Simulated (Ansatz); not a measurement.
# ZnO: further runs on a relaxed guess, part 2 of 2

Aim: for this structure of ZnO, repeat the electronic structure at other levels of theory and measure the bulk modulus from energies at several volumes.

Ansatz 0.2.0; DFT PBE, scalar-relativistic, plane waves, PAW. The steps go on from the part before.

### 8 Volume × 1.06

File input.yaml:

```yaml
crystal:
  lattice:
    - [0.0, 2.2073203839, 2.2073203839]
    - [2.2073203839, 0.0, 2.2073203839]
    - [2.2073203839, 2.2073203839, 0.0]
  atoms:
    - { symbol: Zn, position: [0.0, 0.0, 0.0] }
    - { symbol: O, position: [0.5, 0.5, 0.5] }
basis:
  ecutwfc: 420
kpoints:
  mp_grid: { grid: [12, 12, 12] }
hamiltonian:
  xc: pbe
scf:
  occupations: { method: gaussian, width: 0.02 }
output:
  forces: true
  stress: true
  eigenvalues: true
```

On the command line:

```bash
$ ansatz run input.yaml --threads 1 --pin off --max-ram 2560MiB --backend cpu --events-out ev --progress --plain --runs-dir out
```

Output, cut to the lines that bear on the results:

```text
Warning: RAYON_NUM_THREADS=1 ignored (pool sized by the plan → 1); use --threads N
[...]
Pseudopotentials: kind: paw
Pseudopotential: Zn, paw, valence charge 12, recommended cutoff 420 eV (normal), Zn.paw.azcp
Pseudopotential: O, paw, valence charge 6, recommended cutoff 420 eV (normal), O.paw.azcp
Functional definition: PBE
[...]
Crystal: 2 atoms, lattice volume = 21.509 Å³
Basis set: ecut = 420 eV, 411 PW (Γ), exchange–correlation on 48×48×48 points (8 copies of the dense FFT grid, shifted against one another)
Bands: 13, of which v1, the nominal top of the filled ones, is band 9 counted from 1 (8 counted from 0)
Symmetry: 48 space group operations
Space group: Fm-3m (ITA 225), of the structure as read, at distance tolerance 2.8e-5 Å
k-points: 72 of 1728
[...]
SCF iter   1: F=—  HF=-3886.507129 eV  |F-HF|=—  |Δ(HF+E_count)|=         —  Δρ=1.71e-3  dr2=2.85e-4  ethr=1.77e-3  ⟨swp⟩=5.1  Hψ=4937  notcnv=0
[...]
SCF iter   6: F=-3886.507702 eV  HF=-3886.507702 eV  |F-HF|=1.47e-8  |Δ(HF+E_count)|=   1.41e-8  Δρ=8.79e-6  dr2=1.78e-8  ethr=5.56e-10  ⟨swp⟩=4.1  Hψ=3091  notcnv=0
[...]
SCF converged after 6 iterations
Free energy (F): -3886.507702 eV
[...]
E sigma→0 (E₀):  -3886.507702 eV
Fermi energy:    8.739487 eV
[...]
--- Forces (eV/Å), atoms counted from 1 ---
  atom   1  Zn    -0.00000000     0.00000000     0.00000000
  atom   2  O      0.00000000    -0.00000000     0.00000000
[...]
--- Stress (GPa, compression-positive) ---
       -8.412175       0.000000       0.000000
       -0.000000      -8.412175      -0.000000
        0.000000      -0.000000      -8.412175
  P = ⅓ Tr σ = -8.4122 GPa (-84.122 kbar)
--- Band table (eV; the first three rows and the last of 72) ---
  k-point 0: bands = ["-9.2881", "3.7206", "3.7206", "3.7206", "3.8948", "3.8948", "7.4405", "7.4405", "7.4405", "8.9902", "25.8678", "25.8678", "25.8678"]
[...]
```

Run time: 1.2 s. Hardware: 1 thread of Arm Neoverse V2, shared host; peak memory 0.28 GiB.

### 9 Volume × 0.91

Changes to input.yaml since step 8:

```diff
@@ -2,5 +2,5 @@
   lattice:
-    - [0.0, 2.2073203839, 2.2073203839]
-    - [2.2073203839, 0.0, 2.2073203839]
-    - [2.2073203839, 2.2073203839, 0.0]
+    - [0.0, 2.0978634485, 2.0978634485]
+    - [2.0978634485, 0.0, 2.0978634485]
+    - [2.0978634485, 2.0978634485, 0.0]
   atoms:
@@ -20 +20,5 @@
   eigenvalues: true
+  write_density: true
+  write_potential: true
+  elf: true
+  volumetric_format: npy
```

On the command line:

```bash
$ ansatz run input.yaml --threads 1 --pin off --max-ram 2560MiB --backend cpu --events-out ev --progress --plain --runs-dir out
```

Output, cut to the lines that bear on the results:

```text
[...]
SCF converged after 6 iterations
Free energy (F): -3886.439945 eV
[...]
E sigma→0 (E₀):  -3886.439945 eV
Fermi energy:    11.731833 eV
[...]
--- Forces (eV/Å), atoms counted from 1 ---
  atom   1  Zn    -0.00000000     0.00000000    -0.00000000
  atom   2  O      0.00000000    -0.00000000    -0.00000000
[...]
--- Stress (GPa, compression-positive) ---
       19.348705       0.000000      -0.000000
       -0.000000      19.348705      -0.000000
       -0.000000       0.000000      19.348705
  P = ⅓ Tr σ = 19.3487 GPa (193.487 kbar)
--- Band table (eV; the first three rows and the last of 72) ---
  k-point 0: bands = ["-8.0187", "6.1224", "6.1224", "6.1224", "6.3634", "6.3634", "9.5254", "9.5254", "9.5254", "12.3289", "29.3915", "29.3915", "29.3915"]
[...]
```

It took 1.4 s on 1 thread of Arm Neoverse V2, shared host; peak memory 0.28 GiB.

Axes a, b and c in the maps are those of this run's conventional cell (a, b, c = 4.196, 4.196, 4.196 Å).

Density in a lattice plane of the grid's cell (edges 4.20 and 4.20 Å, at 0.000 of the third edge), which holds Zn and O.

Values in e/Å³, 12 rows by 12 columns:
```
13.77  4.78  0.82  0.38  0.92  3.09  5.07  3.08  0.92  0.38  0.82  4.74
 1.36  0.82  0.33  0.22  0.40  0.92  1.39  0.92  0.40  0.22  0.33  0.82
 0.49  0.38  0.22  0.16  0.22  0.38  0.49  0.38  0.22  0.16  0.22  0.38
 1.39  0.92  0.40  0.22  0.33  0.82  1.36  0.82  0.33  0.22  0.40  0.92
 5.07  3.09  0.92  0.38  0.82  4.78 13.77  4.74  0.82  0.38  0.92  3.08
 7.71  5.07  1.39  0.49  1.36 13.77 46.44 13.77  1.36  0.49  1.39  5.07
 5.07  3.08  0.92  0.38  0.82  4.74 13.77  4.78  0.82  0.38  0.92  3.09
 1.39  0.92  0.40  0.22  0.33  0.82  1.36  0.82  0.33  0.22  0.40  0.92
 0.49  0.38  0.22  0.16  0.22  0.38  0.49  0.38  0.22  0.16  0.22  0.38
 1.36  0.82  0.33  0.22  0.40  0.92  1.39  0.92  0.40  0.22  0.33  0.82
13.77  4.74  0.82  0.38  0.92  3.08  5.07  3.09  0.92  0.38  0.82  4.78
46.44 13.77  1.36  0.49  1.39  5.07  7.71  5.07  1.39  0.49  1.36 13.77
```
Columns run along the first of these edges and rows up along the second, over one cell in 12 and 12 even steps from the bottom left corner. Atoms in the plane (fractional): Zn at (0.00, 0.00), Zn at (0.50, 0.50), O at (0.00, 0.50), O at (0.50, 0.00).

ELF in the same plane.

Ten even steps from ' ' (0.00) to '@' (0.80):
```
        ....::++@@@@@@##++##@@@@@@++::....      
      ......::++%%@@@@@@@@@@@@@@%%++::......    
  ............--**%%@@@@@@@@@@%%**--............
..............::--++****##****++--::............
::::::::..........::::::::::::::..........::::::
##****++--::..........................::--++****
@@@@@@%%**--............  ............--**%%@@@@
@@@@@@@@%%++::......          ......::++%%@@@@@@
++##@@@@@@++::....              ....::++@@@@@@##
--++%%@@@@**::....              ....::**@@@@%%++
++##@@@@@@++::....              ....::++@@@@@@##
@@@@@@@@%%++::......          ......::++%%@@@@@@
@@@@@@%%**--............  ............--**%%@@@@
##****++--::..........................::--++****
::::::::..........::::::::::::::..........::::::
..............::--++****##****++--::............
  ............--**%%@@@@@@@@@@%%**--............
      ......::++%%@@@@@@@@@@@@@@%%++::......    
        ....::++@@@@@@##++##@@@@@@++::....      
        ....::**@@@@%%++--++%%@@@@**::....      
```
Columns run along the first of these edges and rows up along the second, over one cell in 24 and 20 even steps from the bottom left corner. Atoms in the plane (fractional): Zn at (0.00, 0.00), Zn at (0.50, 0.50), O at (0.00, 0.50), O at (0.50, 0.00).

Both are smooth fields of the valence electrons: close to the nuclei they are not physical.

Maxima of ELF outside the ion cores: 0.82 in the shell around O, 0.6 Å from O.

### 10 Changed: ecutrho_ratio 12, dispersion d3bj

Changes to input.yaml since step 9:

```diff
@@ -10,2 +10,3 @@
   ecutwfc: 420
+  ecutrho_ratio: 12
 kpoints:
@@ -14,2 +15,3 @@
   xc: pbe
+  dispersion: d3bj
 scf:
@@ -18,7 +20,3 @@
   forces: true
+  eigenvalues: true
   stress: true
-  eigenvalues: true
-  write_density: true
-  write_potential: true
-  elf: true
-  volumetric_format: npy
```

On the command line:

```bash
$ ansatz run input.yaml --threads 1 --pin off --max-ram 2560MiB --backend cpu --events-out ev --progress --plain --runs-dir out
```

Output, cut to the lines that bear on the results:

```text
Warning: RAYON_NUM_THREADS=1 ignored (pool sized by the plan → 1); use --threads N
[...]
[... 4 set-up lines as earlier in the session ...]
[...]
Crystal: 2 atoms, lattice volume = 18.466 Å³
Basis set: ecut = 420 eV, 339 PW (Γ), exchange–correlation on 72×72×72 points (8 copies of the dense FFT grid, shifted against one another)
Bands: 13, of which v1, the nominal top of the filled ones, is band 9 counted from 1 (8 counted from 0)
[... 1 set-up line as earlier in the session ...]
Space group: Fm-3m (ITA 225), of the structure as read, at distance tolerance 2.6e-5 Å
k-points: 72 of 1728
[...]
SCF iter   1: F=—  HF=-3887.017378 eV  |F-HF|=—  |Δ(HF+E_count)|=         —  Δρ=1.87e-3  dr2=2.60e-4  ethr=1.77e-3  ⟨swp⟩=5.1  Hψ=5105  notcnv=0
[...]
SCF iter   6: F=-3887.017751 eV  HF=-3887.017751 eV  |F-HF|=8.12e-9  |Δ(HF+E_count)|=   4.80e-8  Δρ=8.15e-6  dr2=1.02e-8  ethr=5.56e-10  ⟨swp⟩=4.0  Hψ=3094  notcnv=0
[...]
SCF converged after 6 iterations
Free energy (F): -3887.017751 eV
[...]
E sigma→0 (E₀):  -3887.017751 eV
Fermi energy:    11.731834 eV
[...]
--- Forces (eV/Å), atoms counted from 1 ---
  atom   1  Zn    -0.00000000     0.00000000    -0.00000000
  atom   2  O      0.00000000    -0.00000000    -0.00000000
[...]
--- Stress (GPa, compression-positive) ---
       14.221000       0.000000       0.000000
       -0.000000      14.221000       0.000000
       -0.000000       0.000000      14.221000
  P = ⅓ Tr σ = 14.2210 GPa (142.210 kbar)
--- Band table (eV; the first three rows and the last of 72) ---
  k-point 0: bands = ["-8.0187", "6.1224", "6.1224", "6.1224", "6.3634", "6.3634", "9.5254", "9.5254", "9.5254", "12.3289", "29.3915", "29.3915", "29.3915"]
[...]
```

Run time: 1.2 s. Hardware: 1 thread of Arm Neoverse V2, shared host; peak memory 0.31 GiB.

```
    run     ending                                     energy change  pressure (GPa)  gap (eV)  force (eV/Å)  cycles   time
 step 9  converged                                                 0            19.3      1.19          0.00       6  1.4 s
variant  converged  -288.9 meV/atom (offset of the dispersion model)            14.2      1.19          0.00       6  1.2 s
```

Changing the numerical grids and dispersion term moves the energy by -288.9 meV/atom, and the pressure goes from 19.3 to 14.2 GPa.

### 11 Volume × 1.10

File input.yaml:

```yaml
crystal:
  lattice:
    - [0.0, 2.2347433169, 2.2347433169]
    - [2.2347433169, 0.0, 2.2347433169]
    - [2.2347433169, 2.2347433169, 0.0]
  atoms:
    - { symbol: Zn, position: [0.0, 0.0, 0.0] }
    - { symbol: O, position: [0.5, 0.5, 0.5] }
basis:
  ecutwfc: 420
kpoints:
  mp_grid: { grid: [12, 12, 12] }
hamiltonian:
  xc: pbe
scf:
  occupations: { method: gaussian, width: 0.02 }
output:
  forces: true
  stress: true
  eigenvalues: true
```

On the command line:

```bash
$ ansatz run input.yaml --threads 1 --pin off --max-ram 2560MiB --backend cpu --events-out ev --progress --plain --runs-dir out
```

Output, cut to the lines that bear on the results:

```text
Warning: RAYON_NUM_THREADS=1 ignored (pool sized by the plan → 1); use --threads N
[...]
[... 4 set-up lines as earlier in the session ...]
[...]
Crystal: 2 atoms, lattice volume = 22.321 Å³
Basis set: ecut = 420 eV, 411 PW (Γ), exchange–correlation on 48×48×48 points (8 copies of the dense FFT grid, shifted against one another)
Bands: 13, of which v1, the nominal top of the filled ones, is band 9 counted from 1 (8 counted from 0)
[... 2 set-up lines as earlier in the session ...]
k-points: 72 of 1728
[...]
SCF iter   1: F=—  HF=-3886.453292 eV  |F-HF|=—  |Δ(HF+E_count)|=         —  Δρ=1.69e-3  dr2=2.94e-4  ethr=1.77e-3  ⟨swp⟩=5.1  Hψ=4928  notcnv=0
[...]
SCF iter   6: F=-3886.453852 eV  HF=-3886.453852 eV  |F-HF|=2.67e-8  |Δ(HF+E_count)|=   1.83e-8  Δρ=1.16e-5  dr2=3.23e-8  ethr=5.56e-10  ⟨swp⟩=5.0  Hψ=4187  notcnv=0
[...]
SCF converged after 6 iterations
Free energy (F): -3886.453852 eV
[...]
E sigma→0 (E₀):  -3886.453852 eV
Fermi energy:    8.093197 eV
[...]
--- Forces (eV/Å), atoms counted from 1 ---
  atom   1  Zn    -0.00000000     0.00000000    -0.00000000
  atom   2  O      0.00000000    -0.00000000    -0.00000000
[...]
--- Stress (GPa, compression-positive) ---
      -12.670370      -0.000000       0.000000
       -0.000000     -12.670370      -0.000000
       -0.000000       0.000000     -12.670370
  P = ⅓ Tr σ = -12.6704 GPa (-126.704 kbar)
--- Band table (eV; the first three rows and the last of 72) ---
  k-point 0: bands = ["-9.5780", "3.1749", "3.1749", "3.1749", "3.3359", "3.3359", "6.9812", "6.9812", "6.9812", "8.2692", "25.0801", "25.0801", "25.0801"]
[...]
```

Run time: 1.2 s. Hardware: 1 thread of Arm Neoverse V2, shared host; peak memory 0.28 GiB.

### 12 Point at V/V0 = 0.88

Changes to input.yaml since step 11:

```diff
@@ -2,5 +2,5 @@
   lattice:
-    - [0.0, 2.2347433169, 2.2347433169]
-    - [2.2347433169, 0.0, 2.2347433169]
-    - [2.2347433169, 2.2347433169, 0.0]
+    - [0.0, 2.0745519251, 2.0745519251]
+    - [2.0745519251, 0.0, 2.0745519251]
+    - [2.0745519251, 2.0745519251, 0.0]
   atoms:
```

On the command line:

```bash
$ ansatz run input.yaml --threads 1 --pin off --max-ram 2560MiB --backend cpu --events-out ev --progress --plain --runs-dir out
```

Output, cut to the lines that bear on the results:

```text
Warning: RAYON_NUM_THREADS=1 ignored (pool sized by the plan → 1); use --threads N
[...]
[... 4 set-up lines as earlier in the session ...]
[...]
Crystal: 2 atoms, lattice volume = 17.857 Å³
Basis set: ecut = 420 eV, 339 PW (Γ), exchange–correlation on 40×40×40 points (8 copies of the dense FFT grid, shifted against one another)
Bands: 13, of which v1, the nominal top of the filled ones, is band 9 counted from 1 (8 counted from 0)
[... 2 set-up lines as earlier in the session ...]
k-points: 72 of 1728
[...]
SCF iter   1: F=—  HF=-3886.349595 eV  |F-HF|=—  |Δ(HF+E_count)|=         —  Δρ=1.97e-3  dr2=2.77e-4  ethr=1.77e-3  ⟨swp⟩=5.2  Hψ=5216  notcnv=0
[...]
SCF iter   6: F=-3886.349954 eV  HF=-3886.349954 eV  |F-HF|=5.77e-9  |Δ(HF+E_count)|=   4.43e-8  Δρ=6.88e-6  dr2=7.22e-9  ethr=5.56e-10  ⟨swp⟩=4.2  Hψ=3138  notcnv=0
[...]
SCF converged after 6 iterations
Free energy (F): -3886.349954 eV
[...]
E sigma→0 (E₀):  -3886.349954 eV
Fermi energy:    12.465469 eV
[...]
--- Forces (eV/Å), atoms counted from 1 ---
  atom   1  Zn    -0.00000000     0.00000000    -0.00000000
  atom   2  O      0.00000000     0.00000000     0.00000000
[...]
--- Stress (GPa, compression-positive) ---
       28.266599      -0.000000      -0.000000
        0.000000      28.266599       0.000000
        0.000000       0.000000      28.266599
  P = ⅓ Tr σ = 28.2666 GPa (282.666 kbar)
--- Band table (eV; the first three rows and the last of 72) ---
  k-point 0: bands = ["-7.7216", "6.6843", "6.6843", "6.6843", "6.9429", "6.9429", "10.0269", "10.0269", "10.0269", "13.1476", "30.1622", "30.2268", "30.2268"]
[...]
```

Run time: 1 s. Hardware: 1 thread of Arm Neoverse V2, shared host; peak memory 0.27 GiB.

### 13 Changed: xc_grid 1, pseudopotentials.kind nc, pseudopotentials.accuracy standard

Changes to input.yaml since step 12:

```diff
@@ -10,2 +10,3 @@
   ecutwfc: 420
+  xc_grid: 1
 kpoints:
@@ -14,2 +15,3 @@
   xc: pbe
+  pseudopotentials: { kind: nc, accuracy: standard }
 scf:
@@ -18,3 +20,3 @@
   forces: true
+  eigenvalues: true
   stress: true
-  eigenvalues: true
```

On the command line:

```bash
$ ansatz run input.yaml --threads 1 --pin off --max-ram 2560MiB --backend cpu --events-out ev --progress --plain --runs-dir out
```

Output, cut to the lines that bear on the results:

```text
Warning: basis.ecutwfc = 420 eV is below the records' recommended 1142.878222 eV, and the density's cutoff is lower with it unless basis.ecutrho_ratio is high enough to keep the records' density cutoff: compare with a run at a higher cutoff
Warning: basis.ecutrho_ratio 4 (ecutrho = 1680 eV, dense FFT grid 20×20×20): the grid does not resolve the core-correction charge of Zn (measure 5.91 e/Å^2.5), O (2.62); warned from 0.08. The energy and each atom's force then go with where the atoms sit on the grid: on a 12-atom cubic [...]
Warning: RAYON_NUM_THREADS=1 ignored (pool sized by the plan → 1); use --threads N
[...]
Pseudopotentials: kind: nc
Pseudopotential: Zn, nc, valence charge 20, recommended cutoff 1142.878222 eV (normal), Zn.nc.azcp (PseudoDojo's, or run here from an input of PseudoDojo's; its table is named by hamiltonian.pseudopotentials.accuracy)
Pseudopotential: O, nc, valence charge 6, recommended cutoff 1142.878222 eV (normal), O.nc.azcp (PseudoDojo's, or run here from an input of PseudoDojo's; its table is named by hamiltonian.pseudopotentials.accuracy)
[... 1 set-up line as earlier in the session ...]
[...]
Crystal: 2 atoms, lattice volume = 17.857 Å³
[...]
[... 2 set-up lines as earlier in the session ...]
k-points: 72 of 1728
[...]
SCF iter   1: F=—  HF=-6008.314326 eV  |F-HF|=—  |Δ(HF+E_count)|=         —  Δρ=1.01e0  dr2=5.59e1  ethr=3.10e-3  ⟨swp⟩=5.9  Hψ=6294  notcnv=0
[...]
SCF iter   8: F=-5981.005566 eV  HF=-5981.005566 eV  |F-HF|=2.00e-11  |Δ(HF+E_count)|=   3.49e-9  Δρ=1.17e-6  dr2=6.66e-11  ethr=7.78e-11  ⟨swp⟩=2.0  Hψ=3930  notcnv=0
[...]
SCF converged after 8 iterations
Free energy (F): -5981.005566 eV
[...]
E sigma→0 (E₀):  -5981.005553 eV
Entropy (-TS):   -0.000027 eV (-0.013 meV/atom)
Fermi energy:    16.490934 eV
[...]
--- Forces (eV/Å), atoms counted from 1 ---
  atom   1  Zn    -0.00000000    -0.00000000    -0.00000000
  atom   2  O      0.00000000    -0.00000000    -0.00000000
[...]
--- Stress (GPa, compression-positive) ---
       60.731887       0.000000       0.000000
        0.000000      60.731887      -0.000000
       -0.000000      -0.000000      60.731887
  P = ⅓ Tr σ = 60.7319 GPa (607.319 kbar)
--- Band table (eV; the first three rows and the last of 72) ---
  k-point 0: bands = ["-136.2261", "-75.5427", "-75.5427", "-75.5427", "-4.8049", "8.8430", "8.8430", "8.8430", "9.6960", "9.6960", "14.3532", "14.3532", "14.3532", "15.3871", "34.7935", "36.2307", "36.2307"]
[...]
```

Wall time 1.3 s (1 thread of Arm Neoverse V2, shared host); peak memory 0.22 GiB.

```
    run     ending   energy change  pressure (GPa)  gap (eV)  force (eV/Å)  cycles   time
step 12  converged               -            28.3      1.36          0.00       6    1 s
variant  converged  not comparable            60.7      0.00          0.00       8  1.3 s
```

A change of potentials puts the total energy on another scale; the pressure goes from 28.3 to 60.7 GPa and the gap on the mesh closes (it was 1.36 eV). The numerical grids changed too. The cutoff is far under what these potentials recommend, so these values carry a basis error that can be large.

### 14 Energy against volume

```
volume (Å³/atom)  energy above the lowest point (meV/atom)  pressure (GPa)  gap on the mesh (eV)
           8.928                                      95.6           28.27                  1.36
           9.233                                      50.6           19.35                  1.19
           9.537                                      21.3           11.81                  1.04
           9.842                                       5.0            5.44                  0.89
          10.146                                       0.0            0.03                  0.75
          10.450                                       4.5           -4.54                  0.62
          10.755                                      16.8           -8.41                  0.50
          11.160                                      43.7          -12.67                  0.35
```

### 15 What came out

This closing draws on all 2 parts.

| quantity | value |
| --- | --- |
| gap (LDA) | 0.71 eV, indirect on the path |
| Bader charges (LDA) | Zn +1.23, O -1.23 e |
| equilibrium volume of the fit | 10.15 Å³/atom |
| bulk modulus | 165 GPa |
| its pressure derivative | 4.5 |

In words: The gap runs from 0.71 eV with LDA to 0.75 eV with PBE. At this fixed cell LDA gives -14.1 GPa, so it would relax to a smaller volume. The fit puts the minimum at 10.15 Å³/atom with B = 165 GPa and B' = 4.5. The gap on the mesh goes from 1.36 eV at the smallest volume to 0.35 eV at the largest.
